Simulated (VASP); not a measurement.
# InP (F-43m) in VASP: notebook

Runs on InP. Level: PBEsol. Tasks: single point.

Program: VASP 6.6.1. These are calculated values, not measurements. Logs are shortened: lines on timing, memory, paths and dates and some standing lists are left out, and cuts for length are marked.

**Experimental background.**

From a printed reference work, data compilation, for a bulk crystal of InP at 1.6 K: band gap 1.4236 eV (direct).

How close the calculation comes is told below.

## 1. Starting point

It takes space group F-43m (No. 216, cubic). Conventional cell: a = 5.861 Å, b = 5.861 Å, c = 5.861 Å, α = 90.00°, β = 90.00°, γ = 90.00°. In (site symmetry -43m) is surrounded by 4 P at 2.54 Å. P (site symmetry -43m) has 4 In at 2.54 Å as nearest neighbours.

## 2. Single point, PBEsol

INCAR reads:

```
SYSTEM = InP
PREC = Accurate
ENCUT = 520
EDIFF = 1E-6
ISMEAR = 0
SIGMA = 0.05
LREAL = .FALSE.
LASPH = .TRUE.
NELM = 80
ALGO = Normal
ISIF = 2
LWAVE = .FALSE.
LCHARG = .FALSE.
GGA = PS
NBANDS = 16
```

KPOINTS reads:

```
regular mesh
0
G
  8 8 8
  0 0 0
```

POSCAR reads:

```
InP
1.0
    0.0000000000      2.9305000000      2.9305000000
    2.9305000000      0.0000000000      2.9305000000
    2.9305000000      2.9305000000      0.0000000000
In P
1 1
Direct
    0.0000000000      0.0000000000      0.0000000000
    0.7500000000      0.7500000000      0.7500000000
```

Potentials or basis: VASP PAW PBE potentials, release 64 (In_d, P).

Started as:

```console
cat potpaw_PBE.64/In_d/POTCAR potpaw_PBE.64/P/POTCAR > POTCAR
mpirun -np 1 vasp_std > vasp.out
```

OUTCAR:

```text
SYSTEM = InP
   PREC = Accurate
   ENCUT = 520
   EDIFF = 1E-6
   ISMEAR = 0
   LREAL = .FALSE.
   LASPH = .TRUE.
   NELM = 80
   ISIF = 2
   GGA = PS

 ion  position               nearest neighbor table
   1  0.000  0.000  0.000-   2 2.54   2 2.54   2 2.54   2 2.54
   2  0.750  0.750  0.750-   1 2.54   1 2.54   1 2.54   1 2.54

  LATTYP: Found a face centered cubic cell.
 ALAT       =     5.8610000000

  Lattice vectors:

 A1 = (   0.0000000000,   2.9305000000,   2.9305000000)
 A2 = (   2.9305000000,   0.0000000000,   2.9305000000)
 A3 = (   2.9305000000,   2.9305000000,   0.0000000000)

Analysis of symmetry for initial positions (statically):
=====================================================================
 Subroutine PRICEL returns:
 Original cell was already a primitive cell.

 Routine SETGRP: Setting up the symmetry group for a
 face centered cubic supercell.

 Subroutine GETGRP returns: Found 24 space group operations
 (whereof 24 operations were pure point group operations)
 out of a pool of 48 trial point group operations.

The static configuration has the point symmetry T_d .

Analysis of symmetry for dynamics (positions and initial velocities):
=====================================================================
 Subroutine PRICEL returns:
 Original cell was already a primitive cell.

 Routine SETGRP: Setting up the symmetry group for a
 face centered cubic supercell.

 Subroutine GETGRP returns: Found 24 space group operations
 (whereof 24 operations were pure point group operations)
 out of a pool of 48 trial point group operations.

The dynamic configuration has the point symmetry T_d .

 Subroutine INISYM returns: Found 24 space group operations
 (whereof 24 operations are pure point group operations),
 and found     1 'primitive' translations

----------------------------------------------------------------------------------------

                                     Primitive cell

  volume of cell :      50.3333

  direct lattice vectors                    reciprocal lattice vectors
     0.000000000  2.930500000  2.930500000    -0.170619348  0.170619348  0.170619348
     2.930500000  0.000000000  2.930500000     0.170619348 -0.170619348  0.170619348
     2.930500000  2.930500000  0.000000000     0.170619348  0.170619348 -0.170619348

  length of vectors
     4.144352845  4.144352845  4.144352845     0.295521380  0.295521380  0.295521380

  position of ions in fractional coordinates (direct lattice)
     0.000000000  0.000000000  0.000000000
     0.750000000  0.750000000  0.750000000

  ion indices of the primitive-cell ions
   primitive index   ion index
                 1           1
                 2           2

----------------------------------------------------------------------------------------

 KPOINTS: regular mesh

Automatic generation of k-mesh.
 Grid dimensions read from file:
 generate k-points for:    8    8    8

 Generating k-lattice:

  Cartesian coordinates                     Fractional coordinates (reciprocal lattice)
    -0.021327419  0.021327419  0.021327419     0.125000000  0.000000000  0.000000000
     0.021327419 -0.021327419  0.021327419     0.000000000  0.125000000  0.000000000
     0.021327419  0.021327419 -0.021327419     0.000000000  0.000000000  0.125000000

  Length of vectors
     0.036940172  0.036940172  0.036940172

  Shift w.r.t. Gamma in fractional coordinates (k-lattice)
     0.000000000  0.000000000  0.000000000

 Subroutine IBZKPT returns following result:
 ===========================================

 Found     29 irreducible k-points:

 Following reciprocal coordinates:
            Coordinates               Weight
  0.000000  0.000000  0.000000      1.000000
  0.125000  0.000000  0.000000      8.000000
  0.250000  0.000000  0.000000      8.000000
  0.375000  0.000000  0.000000      8.000000
  0.500000  0.000000  0.000000      4.000000
  0.125000  0.125000  0.000000      6.000000
[... 16 lines left out ...]
  0.500000  0.250000  0.125000     48.000000
 -0.375000  0.250000  0.125000     24.000000
 [... further k-points ...]
   k-points           NKPTS =     29   k-points in BZ     NKDIM =     29   number of bands    NBANDS=     16
   number of dos      NEDOS =    301   number of ions     NIONS =      2
   total plane-waves  NPLWV =  32768
   dimension x,y,z NGX =    32 NGY =   32 NGZ =   32
   dimension x,y,z NGXF=    64 NGYF=   64 NGZF=   64
   ions per type =               1   1
   NGX,Y,Z   is equivalent  to a cutoff of  12.84, 12.84, 12.84 a.u.
   NGXF,Y,Z  is equivalent  to a cutoff of  25.67, 25.67, 25.67 a.u.
 SYSTEM =  InP
   PREC   = accura    normal or accurate (medium, high low for compatibility)
   ISTART =      0    job   : 0-new  1-cont  2-samecut
   ICHARG =      2    charge: 1-file 2-atom 10-const
   ISPIN  =      1    spin polarized calculation?
   LNONCOLLINEAR =      F non collinear calculations
   LSORBIT =      F    spin-orbit coupling
   LASPH  =      T    aspherical Exc in radial PAW
   ENCUT  =  520.0 eV  38.22 Ry    6.18 a.u.   7.71  7.71  7.71*2*pi/ulx,y,z
   NELM   =     80;   NELMIN=  2; NELMDL= -5     # of ELM steps
   EDIFF  = 0.1E-05   stopping-criterion for ELM
   LREAL  =      F    real-space projection
   EDIFFG = 0.1E-04   stopping-criterion for IOM
   NSW    =      0    number of steps for IOM
   IBRION =     -1    ionic relax: 0-MD 1-quasi-New 2-CG
   NFREE  =      0    steps in history (QN), initial steepest desc. (CG)
   ISIF   =      2    stress and relaxation
   ISYM   =      2    0-nonsym 1-usesym 2-fastsym
   POTIM  = 0.5000    time-step for ionic-motion
   TEBEG  =    0.0;   TEEND  =   0.0 temperature during run
   PSTRESS=    0.0 pullay stress
   NELECT =      18.0000    total number of electrons
   NUPDOWN=      -1.0000    fix difference up-down
   EMIN   =  10.00;   EMAX   =-10.00  energy-range for DOS
   EFERMI =   0.00;   METHOD = LEGACY
   ISMEAR =     0;   SIGMA  =   0.05  broadening in eV -4-tet -1-fermi 0-gaus
   EFERMI_NEDOS =   21; number of points for ismear=-14 and -15
   IALGO  =     38    algorithm
   IMIX   =      4    mixing-type and parameters
     AMIX     =   0.40;   BMIX     =  1.00
     AMIX_MAG =   1.60;   BMIX_MAG =  1.00
  volume/ion in A,a.u.               =      25.17       169.83
  Fermi-wavevector in a.u.,A,eV,Ry     =   1.162021  2.195901 18.371846  1.350293
  Thomas-Fermi vector in A             =   2.298587
   LORBIT       =      0    0 simple, 1 ext, 2 COOP (PROOUT), +10 PAW based schemes
   GGA     = PS    functional components
   LHFCALC =     F    Hartree Fock is set to
   AEXX    =    0.0000 exact exchange contribution
   IVDW    =     0    specifies the selected vdW correction
   LEPSILON=     F    determine dielectric tensor
   LRPA    =     F    only Hartree local field effects (RPA)
 non-spin polarized calculation
 Gauss-broadening in eV      SIGMA  =   0.05
  energy-cutoff  :      520.00
  volume of cell :       50.33
 maximum number of plane-waves:      1380
   NGX = 15   NGY = 15   NGZ = 15

 number of electron      18.0000005 magnetization

 Free energy of the ion-electron system (eV)
  ---------------------------------------------------
  ext. energy  EPLUGINS =         0.00000000
  ---------------------------------------------------
  free energy    TOTEN  =        -9.15385759 eV

  energy without entropy =       -9.15385759  energy(sigma->0) =       -9.15385759

 E-fermi :   5.3573     XC(G=0):  -9.4791

 val. band max:        5.0919822062   @ k =   0.0000   0.0000   0.0000
 cond. band min:       5.7066409457   @ k =   0.0000   0.0000   0.0000
 fundamental gap:      0.6146587395
 Fermi energy:         5.3572626756

 k-point     1 :       0.0000    0.0000    0.0000
  band No.  band energies     occupation
      1      -9.0579      2.00000
      2      -9.0579      2.00000
      3      -9.0579      2.00000
      4      -8.9033      2.00000
      5      -8.9033      2.00000
      6      -6.4562      2.00000
[... 8 lines left out ...]
     15      14.5219      0.00000
     16      14.5219      0.00000

 k-point     2 :       0.1250    0.0000    0.0000
  band No.  band energies     occupation
      1      -9.0774      2.00000
      2      -9.0503      2.00000
      3      -9.0503      2.00000
      4      -8.9032      2.00000
      5      -8.9032      2.00000
      6      -6.2760      2.00000
[... 8 lines left out ...]
     15      13.8464      0.00000
     16      14.2433      0.00000

 k-point     3 :       0.2500    0.0000    0.0000
  band No.  band energies     occupation
      1      -9.1219      2.00000
      2      -9.0342      2.00000
      3      -9.0342      2.00000
      4      -8.9007      2.00000
      5      -8.9007      2.00000
      6      -5.7719      2.00000
[... 8 lines left out ...]
     15      13.6149      0.00000
     16      14.0314      0.00000

 k-point     4 :       0.3750    0.0000    0.0000
  band No.  band energies     occupation
      1      -9.1634      2.00000
      2      -9.0221      2.00000
      3      -9.0221      2.00000
      4      -8.8938      2.00000
      5      -8.8938      2.00000
      6      -5.0947      2.00000
[... 8 lines left out ...]
     15      14.5553      0.00000
     16      14.5553      0.00000
[... 324 lines left out ...]
 k-point    22 :       0.3750    0.2500    0.1250
  band No.  band energies     occupation
      1      -9.1604      2.00000
      2      -9.0146      2.00000
      3      -9.0081      2.00000
      4      -8.9191      2.00000
      5      -8.8879      2.00000
      6      -5.3533      2.00000
[... 8 lines left out ...]
     15      15.2356      0.00000
     16      16.6001      0.00000

 k-point    23 :       0.5000    0.2500    0.1250
  band No.  band energies     occupation
      1      -9.1847      2.00000
      2      -9.0093      2.00000
      3      -8.9933      2.00000
      4      -8.9152      2.00000
      5      -8.8876      2.00000
      6      -4.7322      2.00000
[... 8 lines left out ...]
     15      15.8435      0.00000
     16      16.4229      0.00000

 k-point    24 :      -0.3750    0.2500    0.1250
  band No.  band energies     occupation
      1      -9.1935      2.00000
      2      -9.0088      2.00000
      3      -8.9882      2.00000
      4      -8.9091      2.00000
      5      -8.8902      2.00000
      6      -4.3836      2.00000
[... 8 lines left out ...]
     15      15.6896      0.00000
     16      16.3640      0.00000

 [... further k-points ...]

------------------------ aborting loop because EDIFF is reached ----------------------------------------

  FORCE on cell =-STRESS in cart. coord.  units (eV):
  Direction    XX          YY          ZZ          XY          YZ          ZX
  --------------------------------------------------------------------------------------
  -------------------------------------------------------------------------------------
  Total        0.1823494      0.1823494      0.1823494     -0.0000000      0.0000000     -0.0000000
  in kB        5.8044325      5.8044325      5.8044325     -0.0000000      0.0000000     -0.0000000
  external PRESSURE =       5.8044325 kB  Pullay stress =       0.0000000 kB

 VOLUME and BASIS-vectors are now :
 -----------------------------------------------------------------------------
  energy-cutoff  :      520.00
  volume of cell :       50.33
      direct lattice vectors                 reciprocal lattice vectors
     0.000000000  2.930500000  2.930500000    -0.170619348  0.170619348  0.170619348
     2.930500000  0.000000000  2.930500000     0.170619348 -0.170619348  0.170619348
     2.930500000  2.930500000  0.000000000     0.170619348  0.170619348 -0.170619348

 POSITION                                       TOTAL-FORCE (eV/Angst)
 -----------------------------------------------------------------------------------
      0.00000      0.00000      0.00000         0.000000      0.000000     -0.000000
      4.39575      4.39575      4.39575        -0.000000     -0.000000      0.000000
 -----------------------------------------------------------------------------------
    total drift:                                0.000000      0.000000     -0.000000

  FREE ENERGIE OF THE ION-ELECTRON SYSTEM (eV)
  ---------------------------------------------------
  free  energy   TOTEN  =        -9.1538575941 eV

  energy  without entropy=       -9.1538575941  energy(sigma->0) =       -9.15385759
```

Run time: 23 s. Hardware: 1 thread of Intel Xeon Platinum 8375C at 2.90GHz (Ice Lake), shared host; peak memory 0.18 GiB.

Results:

| Item | Value |
| --- | --- |
| Free energy | -9.1539 eV |
| Pressure | 0.6 GPa |
| Band gap on the k mesh | 0.61 eV, direct |

Caveat: the PAW data sets were made with another functional, which shifts forces and pressure a little; spin-orbit coupling is left out, which moves the levels of the heavy elements.

## 3. Single point, PBEsol

run.py reads:

```python
from ase.calculators.vasp import Vasp
from ase.dft.bandgap import bandgap
from ase.io import read

atoms = read('InP.cif')
calc = Vasp(
    directory='calc',
    xc='pbesol',
    pp='PBE',
    setups='recommended',
    prec='Accurate',
    encut=520,
    ediff=1e-06,
    ismear=0,
    sigma=0.05,
    lreal=False,
    lasph=True,
    nelm=100,
    algo='Normal',
    isif=2,
    lwave=False,
    lcharg=True,
    lelf=True,
    lvhar=True,
    kpts=[8, 8, 8],
    gamma=True,
    nbands=16,
)
atoms.calc = calc

print('energy (eV):', atoms.get_potential_energy())
print('free energy (eV):', atoms.get_potential_energy(force_consistent=True))
print('forces (eV/A):')
print(atoms.get_forces())
print('stress (eV/A^3, Voigt):', atoms.get_stress())
print('Fermi level (eV):', calc.get_fermi_level())
gap, top, bottom = bandgap(calc)
print('band gap (eV):', gap, 'from (spin, k, band)', top, 'to', bottom)
```

InP.cif reads:

```cif
data_InP
_cell_length_a 4.14435284
_cell_length_b 4.14435284
_cell_length_c 4.14435284
_cell_angle_alpha 60.00000000
_cell_angle_beta 60.00000000
_cell_angle_gamma 60.00000000
_space_group_name_H-M_alt 'P1'
_space_group_name_Hall 'P 1'
_space_group_IT_number 1
loop_
_space_group_symop_operation_xyz
'x,y,z'
loop_
_atom_site_label
_atom_site_type_symbol
_atom_site_symmetry_multiplicity
_atom_site_Wyckoff_symbol
_atom_site_fract_x
_atom_site_fract_y
_atom_site_fract_z
_atom_site_occupancy
In1 In 1 a 0.0000000000 0.0000000000 0.0000000000 1
P1 P 1 a 0.7500000000 0.7500000000 0.7500000000 1
```

Potentials or basis: VASP PAW PBE potentials, release 64 (In_d, P).

Started as:

```console
python run.py
```

It took 25 s on 1 thread of Intel Xeon Platinum 8375C at 2.90GHz (Ice Lake), shared host; peak memory 0.18 GiB.

It converged, with:

* Free energy: -9.1539 eV
* Pressure: 0.6 GPa
* Band gap on the k mesh: 0.61 eV, direct

Levels at points of the mesh, in eV from the valence-band top:
```csv
k point,band 5,band 6,band 7,band 8,band 9,band 10,band 11,band 12,band 13,band 14
"(0.00, 0.00, 0.00)",-14.00,-11.55,0.00,0.00,0.00,0.61,4.02,4.02,4.02,8.35
"(0.50, 0.00, 0.00)",-13.98,-9.80,-5.80,-0.99,-0.99,1.40,4.74,4.74,6.95,9.31
"(0.50, 0.50, 0.00)",-13.96,-9.13,-5.82,-2.35,-2.35,1.63,2.16,9.09,9.53,9.53
```

Caveat: the PAW data sets were made with another functional, which shifts forces and pressure a little; spin-orbit coupling is left out, which moves the levels of the heavy elements.

## 4. Comparison with measurements

Step 2. A measured gap of InP is 1.4236 eV (direct; 1.6 K; a printed reference work, data compilation); the calculated 0.61 eV misses it by -0.81 eV. Spin-orbit coupling on In is left out. The value is that of PBEsol, without temperature or zero-point motion. Semilocal functionals fall short of measured gaps as a rule.

Step 3. Against the measured gap of InP, 1.4236 eV (direct; 1.6 K; a printed reference work, data compilation), the calculated 0.61 eV is off by -0.81 eV. Spin-orbit coupling on In is left out. The value is that of PBEsol, without temperature or zero-point motion. Semilocal functionals fall short of measured gaps as a rule.
